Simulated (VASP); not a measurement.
A run of VASP 6.6.1 is set up as follows.

INCAR

```
PREC = Accurate ; ENCUT = 520
EDIFF = 1E-6 ; ISMEAR = -1
SIGMA = 0.05 ; LREAL = F
LASPH = T ; NELM = 80
ALGO = Normal ; ISIF = 2
LWAVE = F ; LCHARG = F
METAGGA = RTPSS ; LMIXTAU = T
```

KPOINTS

```
regular mesh
0
Gamma
  13 13 13
```

The input POSCAR:

```
BN
1.0
    0.0000000000      1.8130010000      1.8130010000
    1.8130010000      0.0000000000      1.8130010000
    1.8130010000      1.8130010000      0.0000000000
N B
1 1
Direct
    0.2500000000      0.2500000000      0.2500000000
    0.0000000000      0.0000000000      0.0000000000
```

Contents of KPOINTS_OPT:

```
path GXWKGLUWLK,UX
20
line-mode
reciprocal
 0.0000000000  0.0000000000  0.0000000000  G
 0.5000000000  0.0000000000  0.5000000000  X

 0.5000000000  0.0000000000  0.5000000000  X
 0.5000000000  0.2500000000  0.7500000000  W

 0.5000000000  0.2500000000  0.7500000000  W
 0.3750000000  0.3750000000  0.7500000000  K

 0.3750000000  0.3750000000  0.7500000000  K
 0.0000000000  0.0000000000  0.0000000000  G

 0.0000000000  0.0000000000  0.0000000000  G
 0.5000000000  0.5000000000  0.5000000000  L

 0.5000000000  0.5000000000  0.5000000000  L
 0.6250000000  0.2500000000  0.6250000000  U

 0.6250000000  0.2500000000  0.6250000000  U
 0.5000000000  0.2500000000  0.7500000000  W

 0.5000000000  0.2500000000  0.7500000000  W
 0.5000000000  0.5000000000  0.5000000000  L

 0.5000000000  0.5000000000  0.5000000000  L
 0.3750000000  0.3750000000  0.7500000000  K

 0.6250000000  0.2500000000  0.6250000000  U
 0.5000000000  0.0000000000  0.5000000000  X
```

Potentials or basis: VASP PAW PBE potentials, release 64 (N, B).

Launch:

```bash
$ cat potpaw_PBE.64/N/POTCAR potpaw_PBE.64/B/POTCAR > POTCAR
$ mpirun -np 1 vasp_std > vasp.out
```

Problem. Estimate the band gap along the path.

Solution. 4.31 eV, indirect (least direct gap 9.17 eV).

Problem. Predict the pressure.

Solution. -2.2 GPa.

Problem. Predict the band gap on the k mesh.

Solution. 4.39 eV, indirect (least direct gap 9.18 eV).

Levels at the corners of the path, in eV from the valence-band top:
```
point  band 1  band 2  band 3  band 4  band 5  band 6  band 7  band 8
    Γ  -20.69    0.00    0.00    0.00    9.18    9.18    9.18   10.15
    X  -15.10   -9.04   -4.92   -4.92    4.31    9.28   18.37   18.37
    X  -15.10   -9.04   -4.92   -4.92    4.31    9.28   18.37   18.37
    W  -14.80   -7.68   -7.03   -6.56    9.54   13.56   14.62   15.00
    W  -14.80   -7.68   -7.03   -6.56    9.54   13.56   14.62   15.00
    K  -15.03   -8.24   -7.74   -4.08    6.84   13.00   16.22   17.01
    K  -15.03   -8.24   -7.74   -4.08    6.84   13.00   16.22   17.01
    Γ  -20.69    0.00    0.00    0.00    9.18    9.18    9.18   10.15
    Γ  -20.69    0.00    0.00    0.00    9.18    9.18    9.18   10.15
    L  -16.47  -10.83   -1.93   -1.93   10.17   11.00   11.00   15.23
    L  -16.47  -10.83   -1.93   -1.93   10.17   11.00   11.00   15.23
    U  -15.03   -8.24   -7.74   -4.08    6.84   13.00   16.22   17.01
    U  -15.03   -8.24   -7.74   -4.08    6.84   13.00   16.22   17.01
    W  -14.80   -7.68   -7.03   -6.56    9.54   13.56   14.62   15.00
    W  -14.80   -7.68   -7.03   -6.56    9.54   13.56   14.62   15.00
    L  -16.47  -10.83   -1.93   -1.93   10.17   11.00   11.00   15.23
    L  -16.47  -10.83   -1.93   -1.93   10.17   11.00   11.00   15.23
    K  -15.03   -8.24   -7.74   -4.08    6.84   13.00   16.22   17.01
    U  -15.03   -8.24   -7.74   -4.08    6.84   13.00   16.22   17.01
    X  -15.10   -9.04   -4.92   -4.92    4.31    9.28   18.37   18.37
```

Caveat: the PAW data sets were made with another functional, which shifts forces and pressure a little.

**What was measured.**

A printed reference work, monograph reports, for a bulk crystal of BN at 300 K: band gap 6.4 eV (indirect).

Measured gap of BN: 6.4 eV (indirect; 300 K; a printed reference work, monograph). This calculation gives 4.31 eV (-2.09 eV). The value is that of revTPSS, without temperature or zero-point motion. The cell is a database's relaxed one, not the measured one, which moves gaps too.
